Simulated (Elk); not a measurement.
An Elk run on Tb with settings drawn from a wide range, so not all are converged; totals and levels move with the basis, and no second program has checked them. The calculation used DFT, Wu-Cohen GGA, all-electron APW+lo, Dirac cores, scalar-relativistic bands (Elk 11.2.3 with local patches). Elk's input is in atomic units.

Command: `OMP_NUM_THREADS=1 elk` The run took 0.02 s on 1 thread of Arm Neoverse N1 (shared host), peak memory 0.04 GiB.

```
tasks
  0
  110
  115
  15
  21

xctype
  26

rgkmax
  8

gmaxvr
  12

lmaxapw
  8

lmaxo
  6

lmaxi
  3

nrmtscf
  2

nempty
  4

epspot
  1e-07

epsengy
  0.0001

maxscl
  60

swidth
  0.004

stype
  3

lradstp
  2

mixtype
  3

hmaxvr
  6

reducebf
  0.5

spinpol
  .true.

tforce
  .false.

sppath
  './'

avec
  0.00000000000 4.88578827877 4.88578827877
  4.88578827877 0.00000000000 4.88578827877
  4.88578827877 4.88578827877 0.00000000000

atoms
  1
  'Tb.in'
  1
  0.000000000000 0.000000000000 0.000000000000   0.000 0.000 -2.000

ngridk
  11 11 11

plot1d
  8 30
  0.0000000000 0.0000000000 0.0000000000
  0.5000000000 0.0000000000 0.5000000000
  0.6250000000 0.2500000000 0.6250000000
  0.3750000000 0.3750000000 0.7500000000
  0.0000000000 0.0000000000 0.0000000000
  0.5000000000 0.5000000000 0.5000000000
  0.5000000000 0.2500000000 0.7500000000
  0.5000000000 0.0000000000 0.5000000000
```

Muffin-tin radii in the species files: Tb 2.52 bohr.

The cell is the one relaxed in the Materials Project (mp-7163), not relaxed further here; entries there can be hypothetical. The listed cell was then made from it by scaling, straining or moving an atom.

Task: What does the run give?

Result: It refused before any iteration.
```
Error(init0): requested spin-polarised run with spin-unpolarised
 exchange-correlation functional
```
